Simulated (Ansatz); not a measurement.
# SiNi2: energy landscapes

This session takes SiNi2 and sets out to map the energy as atom 3 (Ni) is pushed off its site and map the energy as atom 5 (Ni) is pushed off its site.

Method: DFT PBEsol, scalar-relativistic, plane waves, PAW, in Ansatz 0.2.0.

1 further run of the same task is left out (set aside as unsound or not needed).

## (1) The structure to begin with

The structure is hexagonal, space group P6_3/mmc (No. 194). Conventional cell: a = 3.868 Å, b = 3.868 Å, c = 4.917 Å, α = 90.00°, β = 90.00°, γ = 120.00°. Si (site symmetry -6m2) is surrounded by 11 Ni at 2.23 to 2.55 Å. Around Ni (site symmetry -3m) lie 8 Ni at 2.46 to 2.55 Å and 6 Si at 2.55 Å. Around Ni (site symmetry -6m2) lie 5 Si at 2.23 to 2.46 Å and 6 Ni at 2.55 Å.

Structure file:

```xyz
6
Lattice="3.8685 0.0000 0.0000 -1.9342 3.3502 0.0000 0.0000 0.0000 4.9170" Properties=species:S:1:pos:R:3 pbc="T T T"
Si    0.0000    2.2335    3.6877
Si    1.9342    1.1167    1.2292
Ni    0.0000    0.0000    0.0000
Ni    0.0000    0.0000    2.4585
Ni    0.0000    2.2335    1.2292
Ni    1.9342    1.1167    3.6877
```

It is the result of an earlier relaxation at this level (volume 10.62 Å³/atom; gap on the mesh: none (metal)).

## (2) The reference cell

Reference values: F = -24466.3665 eV; pressure 0.02 GPa; largest force 0.000 eV/Å; gap on the mesh none (metal). It was computed beforehand with the settings of the runs below.

## (3) Setting up moving one atom along a line

Atom 3 (Ni) is moved by x along the Cartesian unit vector (0.000, 1.000, 0.000); the cell and all other atoms stay fixed. Forces below are components along that vector, summed over the moved atoms. In a periodic cell its images move with it.

## (4) Point x = -0.200 Å

The input, input.yaml:

```yaml
crystal:
  lattice:
    - [3.8684636537, 0.0, 0.0]
    - [-1.9342318269, 3.3501877977, 0.0]
    - [0.0, 0.0, 4.9169852589]
  atoms:
    - { symbol: Si, position: [0.3333333333, 0.6666666667, 0.75] }
    - { symbol: Si, position: [0.6666666667, 0.3333333333, 0.25] }
    - { symbol: Ni, position: [-0.029849073, -0.0596981459, 0.0] }
    - { symbol: Ni, position: [0.0, 0.0, 0.5] }
    - { symbol: Ni, position: [0.3333333333, 0.6666666667, 0.25] }
    - { symbol: Ni, position: [0.6666666667, 0.3333333333, 0.75] }
basis:
  ecutwfc: 420
kpoints:
  mp_grid: { grid: [12, 12, 10] }
hamiltonian:
  xc: pbesol
scf:
  occupations: { method: gaussian, width: 0.15 }
output:
  forces: true
  stress: true
  eigenvalues: true
```

The run is started by

```bash
$ ansatz run input.yaml --threads 1 --pin off --max-ram 2560MiB --backend cpu --events-out ev --progress --plain --runs-dir out
```

Standard output, shortened:

```text
Warning: RAYON_NUM_THREADS=1 ignored (pool sized by the plan → 1); use --threads N
[...]
Pseudopotentials: kind: paw
Pseudopotential: Si, paw, valence charge 4, recommended cutoff 420 eV (normal), Si.paw.azcp
Pseudopotential: Ni, paw, valence charge 18, recommended cutoff 420 eV (normal), Ni.paw.azcp
Functional definition: PBEsol
[...]
Crystal: 6 atoms, lattice volume = 63.725 Å³
Basis set: ecut = 420 eV, 1253 PW (Γ), exchange–correlation on 54×54×72 points (8 copies of the dense FFT grid, shifted against one another)
Bands: 48, of which v1, the nominal top of the filled ones, is band 40 counted from 1 (39 counted from 0)
Symmetry: 2 space group operations
Space group: Cm (ITA 8), of the structure as read, at distance tolerance 4.0e-5 Å
k-points: 398 of 1440 (time reversal used)
[...]
SCF iter   1: F=—  HF=-24466.270772 eV  |F-HF|=—  |Δ(HF+E_count)|=         —  Δρ=2.05e-2  dr2=1.39e-1  ethr=1.77e-3  ⟨swp⟩=5.9  Hψ=69854  notcnv=0
[...]
SCF iter   7: F=-24466.246372 eV  HF=-24466.246372 eV  |F-HF|=5.83e-8  |Δ(HF+E_count)|=   1.31e-7  Δρ=1.23e-5  dr2=6.20e-8  ethr=1.25e-10  ⟨swp⟩=9.1  Hψ=90901  notcnv=0
[...]
SCF converged after 7 iterations
Free energy (F): -24466.246372 eV
[...]
E sigma→0 (E₀):  -24466.226754 eV
Entropy (-TS):   -0.039237 eV (-6.539 meV/atom)
Fermi energy:    17.636616 eV
[...]
--- Forces (eV/Å), atoms counted from 1 ---
  atom   1  Si     0.00000000    -0.15262465    -0.06638054
  atom   2  Si     0.00000000    -0.31417316     0.10084630
  atom   3  Ni    -0.00000000     1.26194657     0.02512235
  atom   4  Ni    -0.00000000     0.17250280    -0.00283597
  atom   5  Ni     0.00000000    -0.31064300     0.15112855
  atom   6  Ni     0.00000000    -0.65697814    -0.20787986
[...]
--- Stress (GPa, compression-positive) ---
        1.006280      -0.000000      -0.000000
       -0.000000       2.453622       0.613584
       -0.000000       0.613584       1.139614
  P = ⅓ Tr σ = 1.5332 GPa (15.332 kbar)
--- Band table (eV; the first three rows and the last of 398) ---
[...]
```

It took 92 s on 1 thread of Arm Neoverse V2, shared host; peak memory 0.99 GiB.

## (5) At x = 0.133 Å

Edit input.yaml of step 4 so:

```diff
@@ -8,3 +8,3 @@
     - { symbol: Si, position: [0.6666666667, 0.3333333333, 0.25] }
-    - { symbol: Ni, position: [-0.029849073, -0.0596981459, 0.0] }
+    - { symbol: Ni, position: [0.0198944071, 0.0397888143, 0.0] }
     - { symbol: Ni, position: [0.0, 0.0, 0.5] }
```

The run is started by

```bash
$ ansatz run input.yaml --threads 1 --pin off --max-ram 2560MiB --backend cpu --events-out ev --progress --plain --runs-dir out
```

Standard output, shortened:

```text
Warning: RAYON_NUM_THREADS=1 ignored (pool sized by the plan → 1); use --threads N
[...]
Pseudopotentials: kind: paw
Pseudopotential: Si, paw, valence charge 4, recommended cutoff 420 eV (normal), Si.paw.azcp
Pseudopotential: Ni, paw, valence charge 18, recommended cutoff 420 eV (normal), Ni.paw.azcp
Functional definition: PBEsol
[...]
Crystal: 6 atoms, lattice volume = 63.725 Å³
Basis set: ecut = 420 eV, 1253 PW (Γ), exchange–correlation on 54×54×72 points (8 copies of the dense FFT grid, shifted against one another)
Bands: 48, of which v1, the nominal top of the filled ones, is band 40 counted from 1 (39 counted from 0)
Symmetry: 2 space group operations
Space group: Cm (ITA 8), of the structure as read, at distance tolerance 4.0e-5 Å
k-points: 398 of 1440 (time reversal used)
[...]
SCF iter   1: F=—  HF=-24466.339573 eV  |F-HF|=—  |Δ(HF+E_count)|=         —  Δρ=2.08e-2  dr2=1.44e-1  ethr=1.77e-3  ⟨swp⟩=5.9  Hψ=69824  notcnv=0
[...]
SCF iter   7: F=-24466.314659 eV  HF=-24466.314659 eV  |F-HF|=5.69e-8  |Δ(HF+E_count)|=   1.25e-7  Δρ=1.22e-5  dr2=5.94e-8  ethr=1.25e-10  ⟨swp⟩=9.1  Hψ=89324  notcnv=0
[...]
SCF converged after 7 iterations
Free energy (F): -24466.314659 eV
[...]
E sigma→0 (E₀):  -24466.294933 eV
Entropy (-TS):   -0.039451 eV (-6.575 meV/atom)
Fermi energy:    17.645970 eV
[...]
--- Forces (eV/Å), atoms counted from 1 ---
  atom   1  Si    -0.00000000     0.17920434    -0.04113778
  atom   2  Si    -0.00000000     0.10949083     0.03110758
  atom   3  Ni     0.00000000    -0.79658895    -0.00746315
  atom   4  Ni     0.00000000    -0.12003101     0.00085550
  atom   5  Ni    -0.00000000     0.39036398     0.08763209
  atom   6  Ni    -0.00000000     0.23753739    -0.07099452
[...]
--- Stress (GPa, compression-positive) ---
        0.462359      -0.000000      -0.000000
       -0.000000       1.101096       0.275837
       -0.000000       0.275837       0.504684
  P = ⅓ Tr σ = 0.6894 GPa (6.894 kbar)
--- Band table (eV; the first three rows and the last of 398) ---
[...]
```

Wall time 89 s (1 thread of Arm Neoverse V2, shared host); peak memory 1 GiB.

## (6) x = -0.067 Å

Edit input.yaml of step 5 so:

```diff
@@ -8,3 +8,3 @@
     - { symbol: Si, position: [0.6666666667, 0.3333333333, 0.25] }
-    - { symbol: Ni, position: [0.0198944071, 0.0397888143, 0.0] }
+    - { symbol: Ni, position: [-0.0099546658, -0.0199093317, 0.0] }
     - { symbol: Ni, position: [0.0, 0.0, 0.5] }
```

The run is started by

```bash
$ ansatz run input.yaml --threads 1 --pin off --max-ram 2560MiB --backend cpu --events-out ev --progress --plain --runs-dir out
```

Standard output, shortened:

```text
Warning: RAYON_NUM_THREADS=1 ignored (pool sized by the plan → 1); use --threads N
[...]
Pseudopotentials: kind: paw
Pseudopotential: Si, paw, valence charge 4, recommended cutoff 420 eV (normal), Si.paw.azcp
Pseudopotential: Ni, paw, valence charge 18, recommended cutoff 420 eV (normal), Ni.paw.azcp
Functional definition: PBEsol
[...]
Crystal: 6 atoms, lattice volume = 63.725 Å³
Basis set: ecut = 420 eV, 1253 PW (Γ), exchange–correlation on 54×54×72 points (8 copies of the dense FFT grid, shifted against one another)
Bands: 48, of which v1, the nominal top of the filled ones, is band 40 counted from 1 (39 counted from 0)
Symmetry: 2 space group operations
Space group: Cm (ITA 8), of the structure as read, at distance tolerance 4.0e-5 Å
k-points: 398 of 1440 (time reversal used)
[...]
SCF iter   1: F=—  HF=-24466.379019 eV  |F-HF|=—  |Δ(HF+E_count)|=         —  Δρ=2.09e-2  dr2=1.47e-1  ethr=1.77e-3  ⟨swp⟩=5.8  Hψ=69726  notcnv=0
[...]
SCF iter   7: F=-24466.353778 eV  HF=-24466.353778 eV  |F-HF|=5.57e-8  |Δ(HF+E_count)|=   1.15e-7  Δρ=1.22e-5  dr2=5.87e-8  ethr=1.25e-10  ⟨swp⟩=9.1  Hψ=87761  notcnv=0
[...]
SCF converged after 7 iterations
Free energy (F): -24466.353778 eV
[...]
E sigma→0 (E₀):  -24466.333948 eV
Entropy (-TS):   -0.039660 eV (-6.610 meV/atom)
Fermi energy:    17.651589 eV
[...]
--- Forces (eV/Å), atoms counted from 1 ---
  atom   1  Si     0.00000000    -0.06023049    -0.00826911
  atom   2  Si     0.00000000    -0.07738167     0.00951286
  atom   3  Ni    -0.00000000     0.38496283     0.00093796
  atom   4  Ni    -0.00000000     0.06168294    -0.00010952
  atom   5  Ni     0.00000000    -0.13545252     0.01875849
  atom   6  Ni     0.00000000    -0.17356782    -0.02083060
[...]
--- Stress (GPa, compression-positive) ---
        0.134479      -0.000000      -0.000000
       -0.000000       0.293781       0.069550
       -0.000000       0.069550       0.140572
  P = ⅓ Tr σ = 0.1896 GPa (1.896 kbar)
--- Band table (eV; the first three rows and the last of 398) ---
[...]
```

It took 89 s on 1 thread of Arm Neoverse V2, shared host; peak memory 1 GiB.

## (7) The scan collected

The scan, with free energies counted from the undisturbed cell:

```csv
x (Å),ΔE (meV/cell),force on the moved atoms (eV/Å),pressure (GPa)
-0.200,120.2,1.262,1.5
-0.067,12.8,0.385,0.2
0.000,0.0,0.000,0.0
0.133,51.9,-0.797,0.7
```

## (8) Next: a one-atom displacement scan

Atom 5 (Ni) is moved by x along the Cartesian unit vector (-0.866, -0.500, 0.000); the cell and all other atoms stay fixed. Forces below are components along that vector, summed over the moved atoms. In a periodic cell its images move with it.

## (9) Point x = -0.200 Å

Edit input.yaml of step 6 so:

```diff
@@ -8,5 +8,5 @@
     - { symbol: Si, position: [0.6666666667, 0.3333333333, 0.25] }
-    - { symbol: Ni, position: [-0.0099546658, -0.0199093317, 0.0] }
+    - { symbol: Ni, position: [0.0, 0.0, 0.0] }
     - { symbol: Ni, position: [0.0, 0.0, 0.5] }
-    - { symbol: Ni, position: [0.3333333333, 0.6666666667, 0.25] }
+    - { symbol: Ni, position: [0.3930314793, 0.6965157396, 0.25] }
     - { symbol: Ni, position: [0.6666666667, 0.3333333333, 0.75] }
```

The run is started by

```bash
$ ansatz run input.yaml --threads 1 --pin off --max-ram 2560MiB --backend cpu --events-out ev --progress --plain --runs-dir out
```

Standard output, shortened:

```text
Warning: RAYON_NUM_THREADS=1 ignored (pool sized by the plan → 1); use --threads N
[...]
Pseudopotentials: kind: paw
Pseudopotential: Si, paw, valence charge 4, recommended cutoff 420 eV (normal), Si.paw.azcp
Pseudopotential: Ni, paw, valence charge 18, recommended cutoff 420 eV (normal), Ni.paw.azcp
Functional definition: PBEsol
[...]
Crystal: 6 atoms, lattice volume = 63.725 Å³
Basis set: ecut = 420 eV, 1253 PW (Γ), exchange–correlation on 54×54×72 points (8 copies of the dense FFT grid, shifted against one another)
Bands: 48, of which v1, the nominal top of the filled ones, is band 40 counted from 1 (39 counted from 0)
Symmetry: 4 space group operations
Space group: Amm2 (ITA 38), of the structure as read, at distance tolerance 4.0e-5 Å
k-points: 258 of 1440 (time reversal used)
[...]
SCF iter   1: F=—  HF=-24466.124661 eV  |F-HF|=—  |Δ(HF+E_count)|=         —  Δρ=2.05e-2  dr2=1.39e-1  ethr=1.77e-3  ⟨swp⟩=5.9  Hψ=45326  notcnv=0
[...]
SCF iter   7: F=-24466.099914 eV  HF=-24466.099914 eV  |F-HF|=7.14e-8  |Δ(HF+E_count)|=   9.19e-8  Δρ=1.41e-5  dr2=7.62e-8  ethr=1.25e-10  ⟨swp⟩=9.2  Hψ=61419  notcnv=0
[...]
SCF converged after 7 iterations
Free energy (F): -24466.099914 eV
[...]
E sigma→0 (E₀):  -24466.080658 eV
Entropy (-TS):   -0.038513 eV (-6.419 meV/atom)
Fermi energy:    17.657434 eV
[...]
--- Forces (eV/Å), atoms counted from 1 ---
  atom   1  Si    -0.04855957    -0.02803588    -0.00000000
  atom   2  Si     1.28933196     0.74439616    -0.00000000
  atom   3  Ni     0.57792663     0.33366610    -0.13450181
  atom   4  Ni     0.57792663     0.33366610     0.13450181
  atom   5  Ni    -2.33126438    -1.34595612     0.00000000
  atom   6  Ni    -0.06533246    -0.03771971     0.00000000
[...]
--- Stress (GPa, compression-positive) ---
        2.606017      -0.614374       0.000000
       -0.614374       3.315435      -0.000000
        0.000000      -0.000000       0.524067
  P = ⅓ Tr σ = 2.1485 GPa (21.485 kbar)
--- Band table (eV; the first three rows and the last of 258) ---
[...]
```

Wall time 58 s (1 thread of Arm Neoverse V2, shared host); peak memory 0.74 GiB.

## (10) At x = 0.160 Å

Edit input.yaml of step 9 so:

```diff
@@ -10,3 +10,3 @@
     - { symbol: Ni, position: [0.0, 0.0, 0.5] }
-    - { symbol: Ni, position: [0.3930314793, 0.6965157396, 0.25] }
+    - { symbol: Ni, position: [0.2855748166, 0.6427874083, 0.25] }
     - { symbol: Ni, position: [0.6666666667, 0.3333333333, 0.75] }
```

The run is started by

```bash
$ ansatz run input.yaml --threads 1 --pin off --max-ram 2560MiB --backend cpu --events-out ev --progress --plain --runs-dir out
```

Standard output, shortened:

```text
Warning: RAYON_NUM_THREADS=1 ignored (pool sized by the plan → 1); use --threads N
[...]
Pseudopotentials: kind: paw
Pseudopotential: Si, paw, valence charge 4, recommended cutoff 420 eV (normal), Si.paw.azcp
Pseudopotential: Ni, paw, valence charge 18, recommended cutoff 420 eV (normal), Ni.paw.azcp
Functional definition: PBEsol
[...]
Crystal: 6 atoms, lattice volume = 63.725 Å³
Basis set: ecut = 420 eV, 1253 PW (Γ), exchange–correlation on 54×54×72 points (8 copies of the dense FFT grid, shifted against one another)
Bands: 48, of which v1, the nominal top of the filled ones, is band 40 counted from 1 (39 counted from 0)
Symmetry: 4 space group operations
Space group: Amm2 (ITA 38), of the structure as read, at distance tolerance 4.0e-5 Å
k-points: 258 of 1440 (time reversal used)
[...]
SCF iter   1: F=—  HF=-24466.207694 eV  |F-HF|=—  |Δ(HF+E_count)|=         —  Δρ=2.08e-2  dr2=1.43e-1  ethr=1.77e-3  ⟨swp⟩=5.9  Hψ=45286  notcnv=0
[...]
SCF iter   7: F=-24466.182552 eV  HF=-24466.182552 eV  |F-HF|=6.87e-8  |Δ(HF+E_count)|=   1.16e-7  Δρ=1.39e-5  dr2=7.38e-8  ethr=1.25e-10  ⟨swp⟩=9.1  Hψ=59183  notcnv=0
[...]
SCF converged after 7 iterations
Free energy (F): -24466.182552 eV
[...]
E sigma→0 (E₀):  -24466.162818 eV
Entropy (-TS):   -0.039469 eV (-6.578 meV/atom)
Fermi energy:    17.655003 eV
[...]
--- Forces (eV/Å), atoms counted from 1 ---
  atom   1  Si     0.03775116     0.02179564    -0.00000000
  atom   2  Si    -1.72038158    -0.99326277     0.00000000
  atom   3  Ni    -0.23279455    -0.13440399    -0.05791779
  atom   4  Ni    -0.23279455    -0.13440399     0.05791779
  atom   5  Ni     2.07895437     1.20028486    -0.00000000
  atom   6  Ni     0.06923411     0.03997233     0.00000000
[...]
--- Stress (GPa, compression-positive) ---
        3.187743       1.862429       0.000000
        1.862429       1.037195      -0.000000
        0.000000      -0.000000       0.121405
  P = ⅓ Tr σ = 1.4488 GPa (14.488 kbar)
--- Band table (eV; the first three rows and the last of 258) ---
[...]
```

Run time: 58 s. Hardware: 1 thread of Arm Neoverse V2, shared host; peak memory 0.74 GiB.

## (11) x = -0.120 Å

Edit input.yaml of step 10 so:

```diff
@@ -10,3 +10,3 @@
     - { symbol: Ni, position: [0.0, 0.0, 0.5] }
-    - { symbol: Ni, position: [0.2855748166, 0.6427874083, 0.25] }
+    - { symbol: Ni, position: [0.3691522209, 0.6845761104, 0.25] }
     - { symbol: Ni, position: [0.6666666667, 0.3333333333, 0.75] }
```

The run is started by

```bash
$ ansatz run input.yaml --threads 1 --pin off --max-ram 2560MiB --backend cpu --events-out ev --progress --plain --runs-dir out
```

Standard output, shortened:

```text
Warning: RAYON_NUM_THREADS=1 ignored (pool sized by the plan → 1); use --threads N
[...]
Pseudopotentials: kind: paw
Pseudopotential: Si, paw, valence charge 4, recommended cutoff 420 eV (normal), Si.paw.azcp
Pseudopotential: Ni, paw, valence charge 18, recommended cutoff 420 eV (normal), Ni.paw.azcp
Functional definition: PBEsol
[...]
Crystal: 6 atoms, lattice volume = 63.725 Å³
Basis set: ecut = 420 eV, 1253 PW (Γ), exchange–correlation on 54×54×72 points (8 copies of the dense FFT grid, shifted against one another)
Bands: 48, of which v1, the nominal top of the filled ones, is band 40 counted from 1 (39 counted from 0)
Symmetry: 4 space group operations
Space group: Amm2 (ITA 38), of the structure as read, at distance tolerance 4.0e-5 Å
k-points: 258 of 1440 (time reversal used)
[...]
SCF iter   1: F=—  HF=-24466.296003 eV  |F-HF|=—  |Δ(HF+E_count)|=         —  Δρ=2.08e-2  dr2=1.45e-1  ethr=1.77e-3  ⟨swp⟩=5.8  Hψ=45216  notcnv=0
[...]
SCF iter   7: F=-24466.270839 eV  HF=-24466.270839 eV  |F-HF|=6.80e-8  |Δ(HF+E_count)|=   1.11e-7  Δρ=1.34e-5  dr2=7.09e-8  ethr=1.25e-10  ⟨swp⟩=9.2  Hψ=57927  notcnv=0
[...]
SCF converged after 7 iterations
Free energy (F): -24466.270839 eV
[...]
E sigma→0 (E₀):  -24466.251210 eV
Entropy (-TS):   -0.039259 eV (-6.543 meV/atom)
Fermi energy:    17.654664 eV
[...]
--- Forces (eV/Å), atoms counted from 1 ---
  atom   1  Si    -0.03067249    -0.01770877    -0.00000000
  atom   2  Si     0.85541836     0.49387602    -0.00000000
  atom   3  Ni     0.29988301     0.17313753    -0.04390659
  atom   4  Ni     0.29988301     0.17313753     0.04390659
  atom   5  Ni    -1.37921887    -0.79629239     0.00000000
  atom   6  Ni    -0.04527545    -0.02613979     0.00000000
[...]
--- Stress (GPa, compression-positive) ---
        0.808919      -0.515086       0.000000
       -0.515086       1.403689      -0.000000
        0.000000      -0.000000       0.159410
  P = ⅓ Tr σ = 0.7907 GPa (7.907 kbar)
--- Band table (eV; the first three rows and the last of 258) ---
[...]
```

Wall time 61 s (1 thread of Arm Neoverse V2, shared host); peak memory 0.73 GiB.

## (12) The scan collected

All points in order; energies are free energies above the reference cell:

```csv
x (Å),ΔE (meV/cell),force on the moved atoms (eV/Å),pressure (GPa)
-0.200,266.6,2.692,2.1
-0.120,95.7,1.593,0.8
0.000,0.0,0.000,0.0
0.160,184.0,-2.401,1.4
```

## (13) Results

| quantity | value |
| --- | --- |
| force constant along x, from the points at -0.067, 0 and 0.133 Å (moving one atom along a line, step 3) | 5.84 eV/Å² |
| force constant along x, from the points at -0.120, 0 and 0.160 Å (one-atom displacement scan, step 8) | 14.01 eV/Å² |

Moving one atom along a line, step 3: the restoring force grows by 5.84 eV/Å per Å near the site; for the mass of Ni against a rigid frame that is a vibration of about 164 cm⁻¹. The step of 0.13 Å is wide, so anharmonic terms mix in. The undisturbed cell stays the lowest of the sampled points. One-atom displacement scan, step 8: the restoring force grows by 14.01 eV/Å per Å near the site; for the mass of Ni against a rigid frame that is a vibration of about 255 cm⁻¹. The step of 0.16 Å is wide, so anharmonic terms mix in. Spin polarisation is off in the runs that give these values; a magnetic solution could lie lower.
